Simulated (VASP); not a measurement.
# FeCo (Wairauite) under changes of volume

One of the cells (11.893 Å³/atom); the others are scaled copies at fixed shape and fractional positions:

```
CELL_PARAMETERS angstrom
2.87592 0.00000 0.00000
0.00000 2.87592 0.00000
0.00000 0.00000 2.87592
ATOMIC_POSITIONS crystal
Co 0.00000 0.00000 0.00000
Fe 0.50000 0.50000 0.50000
```

```yaml
Program: VASP 6.6.1
Functional: PBE
Potentials_or_basis: VASP PAW PBE potentials, release 64 (Co, Fe)
Cutoff: 520 eV
k_mesh: 9 × 9 × 9
Occupations: fermi-dirac, width 0.05 eV
Spin: collinear spin, ferromagnetic start
Starting_moments: "[2.0, 3.0] μB"
```

| volume (Å³/atom) | energy over the lowest point (meV/atom) | pressure (GPa) | moment (μB per cell) |
| --- | --- | --- | --- |
| 10.960 | 12.61 | 8.7 | 4.34 |
| 11.194 | ? | ? | ? |
| 11.427 | 0.00 | 0.4 | 4.45 |
| 11.893 | 8.41 | -6.2 | 4.55 |
| 12.126 | 19.26 | -9.0 | 4.59 |
| 12.360 | 34.08 | -11.6 | 4.62 |

Problem. What does the run at 11.194 Å³/atom give?

Solution. Energy over the lowest point 3.37 meV/atom; pressure 4.3 GPa; moment 4.39 μB per cell.

Worked out: A Birch-Murnaghan fit of order 3 (a polynomial in V^(-2/3)) to the other rows has its minimum at 11.46 Å³/atom with B0 = V·E''(V) = 174 GPa and B' = 3.9. It gives 3.39 meV/atom at 11.194 Å³/atom, against the run's 3.37, and -dE/dV = 4.3 GPa, against 4.3. A parabola through the other rows of the moment, of slope 0.246 μB per Å³/atom there, gives 4.40 μB, against the run's 4.39.

Energies are extrapolated to zero smearing.
